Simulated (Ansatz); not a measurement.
# Ni (Ni, hcp): the cost of one run

Computed with Ansatz 0.2.0 (DFT RPBE, plane waves (420 eV) with PAW, scalar-relativistic; PBE-made PAW files, unless a step says otherwise).

## Step 1: The starting structure

It takes space group P6_3/mmc (No. 194, hexagonal). The conventional cell has a = 2.492 Å, b = 2.492 Å, c = 4.069 Å, α = 90.00°, β = 90.00°, γ = 120.00°. Around Ni (site symmetry -6m2) lie 12 Ni at 2.49 Å.

Structure file:

```cif
data_structure
_symmetry_space_group_name_H-M 'P6_3/mmc'
_symmetry_Int_Tables_number 194
_cell_length_a 2.4918
_cell_length_b 2.4918
_cell_length_c 4.0690
_cell_angle_alpha 90.000
_cell_angle_beta 90.000
_cell_angle_gamma 120.000
_cell_volume 21.88
loop_
_atom_site_label
_atom_site_type_symbol
_atom_site_symmetry_multiplicity
_atom_site_Wyckoff_symbol
_atom_site_fract_x
_atom_site_fract_y
_atom_site_fract_z
_atom_site_occupancy
Ni1 Ni 2 c 0.33333 0.66667 0.25000 1
```

The atoms start with moments of +0.8, -0.8 μB.

## Step 2: Geometry optimisation

File input.yaml:

```yaml
crystal:
  lattice:
    - [2.491755966, 0.0, 0.0]
    - [-1.245877983, 2.1579239666, 0.0]
    - [0.0, 0.0, 4.0690374925]
  atoms:
    - { symbol: Ni, position: [0.3333333333, 0.6666666667, 0.25], spin: 0.8 }
    - { symbol: Ni, position: [0.6666666667, 0.3333333333, 0.75], spin: -0.8 }
hamiltonian:
  xc: rpbe
  pseudopotentials:
    kind: paw
    azcp:
      Ni: "pseudopotentials/Ni.paw.azcp"
basis:
  ecutwfc: 420
  fft_grid_basis: typed
kpoints:
  mp_grid: { grid: [14, 14, 8], shift: [0, 0, 0] }
magnetization:
  spin_polarized: true
scf:
  occupations: { method: fermi_dirac, width: 0.05 }
relax:
  max_steps: 60
  f_tol: 0.01
  cell: {}
output:
  write_density: true
  write_potential: true
  elf: true
  volumetric_format: npy
```

Q: Estimate wall time and peak memory on 2 threads of an Arm CPU, shared host.

About 54 s, with a peak of 0.42 GiB.
